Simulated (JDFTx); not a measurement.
CdTe under changes of volume

One of the cells (32.922 Å³/atom); the others are scaled copies at fixed shape and fractional positions:

```xyz
2
Lattice="0.0000 3.2050 3.2050 3.2050 0.0000 3.2050 3.2050 3.2050 0.0000" Properties=species:S:1:pos:R:3 pbc="T T T"
Te    4.8075    4.8075    4.8075
Cd    0.0000    0.0000    0.0000
```

```yaml
Program: JDFTx 1.7.0 (patched build)
Functional: LDA
Potentials_or_basis: PseudoDojo-SR-LDA-0.4.1-standard with smoothed tails
Cutoff: 1388 eV
Density_cutoff: 11102 eV
k_mesh: 7 × 7 × 7
Occupations: fermi-dirac, width 0.05 eV
Spin: no spin polarisation
```

| volume (Å³/atom) | energy over the lowest point (meV/atom) | pressure (GPa) | gap on the mesh (eV) |
| --- | --- | --- | --- |
| 30.947 | 20.24 | 3.4 | 0.80 |
| 31.605 | ? | ? | ? |
| 32.263 | 2.27 | 1.0 | 0.67 |
| 32.922 | 0.00 | 0.0 | 0.61 |
| 33.580 | 1.56 | -0.9 | 0.55 |
| 34.239 | 6.53 | -1.6 | 0.49 |
| 34.897 | 14.53 | -2.3 | 0.44 |

What does the run at 31.605 Å³/atom give?

Energy over the lowest point 8.84 meV/atom; pressure 2.1 GPa; gap on the mesh 0.73 eV.

Worked out: A Birch-Murnaghan fit of order 3 (a polynomial in V^(-2/3)) to the other rows has its minimum at 32.97 Å³/atom with B0 = V·E''(V) = 46 GPa and B' = 4.8. It gives 8.84 meV/atom at 31.605 Å³/atom, against the run's 8.84, and -dE/dV = 2.2 GPa, against 2.1. A straight line through the other rows of the gap, of slope -3.01 eV per unit of ln V (its deformation potential), gives 0.73 eV, against the run's 0.73.

Energies are extrapolated to zero smearing.

Caveats: spin-orbit coupling is left out, which moves the levels of the heavy elements.
